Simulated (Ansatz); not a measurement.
System: skutterudite CoSb3. Method: LDA (Ansatz, a program for electronic structure, PAW).

Numerical settings: plane-wave cutoff 520 eV, 6×6×6 k mesh, Fermi–Dirac smearing 0.01 eV, no spin polarisation, scalar-relativistic PAW data made under PBE.

Cell (relaxed at this level):

```cif
data_Co8Sb24
_chemical_formula_sum 'Co8 Sb24'
_space_group_name_H-M_alt 'Im-3'
_space_group_IT_number 204
_space_group_name_Hall '-I 2 2 3'
_cell_length_a 8.91526
_cell_length_b 8.91526
_cell_length_c 8.91526
_cell_angle_alpha 90.000
_cell_angle_beta 90.000
_cell_angle_gamma 90.000
loop_
_atom_site_label
_atom_site_type_symbol
_atom_site_symmetry_multiplicity
_atom_site_Wyckoff_symbol
_atom_site_fract_x
_atom_site_fract_y
_atom_site_fract_z
_atom_site_occupancy
Co1 Co 8 c 0.25000 0.25000 0.25000 1
Sb1 Sb 24 g 0.00000 0.33281 0.15982 1
```
(The calculation used a cell of 16 atoms; values per cell refer to that cell.)

Give the computed bulk modulus B0, band gap and pressure derivative B′ of the bulk modulus.


- bulk modulus B0: 103 GPa
- band gap: 0.29 eV
- pressure derivative B′ of the bulk modulus: 4.8

Measured, for comparison: band gap 0.63 eV (temperature not stated, no zero-point or thermal correction; as tabulated in Kim et al. (2020), doi:10.1038/s41597-020-00723-8); bulk modulus 95 ± 5 GPa (room temperature, no zero-point or thermal correction, our sources range from 85.0 to 95.0; as tabulated in Alexeev et al. (2016), arXiv:1601.07731). Computed (rounded) less measured: bulk modulus +8 % (+8 % to +21 % over the range). A static lattice is as a rule a little smaller and stiffer than an uncorrected measurement, which narrows the difference in the bulk modulus and would widen misses of the other sign.

Note: the bulk modulus comes from volumes at which shape and atoms were relaxed.

Spin–orbit coupling is not included; it can close the smallest gap of 0.29 eV.

The computed numbers hold no vibrational or temperature effects.

The result took about 30 core-minutes (a rough figure).
